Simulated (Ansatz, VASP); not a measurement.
C: VASP beside Ansatz

```xyz
1
Lattice="4.3386 0.0000 0.0000 0.0000 4.3386 0.0000 0.0000 0.0000 1.3074" Properties=species:S:1:pos:R:3 pbc="T T T"
C     2.1693    2.1693    0.6537
```

The cell was built by a generator and needn't be a form met in nature.

Alike in both runs: task single point; functional PBE; k mesh 6 × 6 × 20; occupations fermi-dirac, width 0.05 eV; no spin polarisation.

```csv
,VASP,Ansatz
version,VASP 6.6.1,Ansatz 0.2.0
potentials or method,"VASP PAW PBE potentials, release 64 (C)",Ansatz PAW
plane-wave cutoff (eV),520,420
valence electrons in the cell,4,4
```

Ansatz gave:

- gap on the k mesh at the Fermi level (eV): none
- pressure (GPa): -4.9
- largest component of the traceless stress (GPa): 9.06

Problem. Estimate VASP's values.

Solution. gap on the k mesh at the Fermi level (eV): none; pressure (GPa): -4.9; largest component of the traceless stress (GPa): 9.11.

A gap of «none» marks a metal or a gap that the smearing closes.
